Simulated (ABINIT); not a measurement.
# Zn in ABINIT: the effect of functional

Crystal: Zn.

```
Zn
1.0
     2.67000    0.00000    0.00000
    -1.33500    2.31229    0.00000
     0.00000    0.00000    4.96600
Zn
2
Direct
  0.66667 0.33333 0.75000
  0.33333 0.66667 0.25000
```

Alike in all runs:

* Program: ABINIT 10.8.3 (patched build)
* Task: single point
* Potentials or basis: JTH PAW PBE v2.0
* Cutoff: 707 eV
* k mesh: 11 × 11 × 6
* Occupations: fermi-dirac, width 0.05 eV
* Spin: no spin polarisation

```tsv
functional	pressure (GPa)
PBE	-0.7
LDA	-9.2
PBEsol	-5.7
RPBE	?
BLYP	5.2
AM05	-5.8
r2SCAN	-4.7
SCAN	-6.3
revPBE	1.5
PW91	-0.7
WC	-5.3
```

What does the run with functional RPBE give?

Pressure 2.4 GPa.

Caveats: the PAW data sets were made with another functional, which shifts forces and pressure a little (some runs).
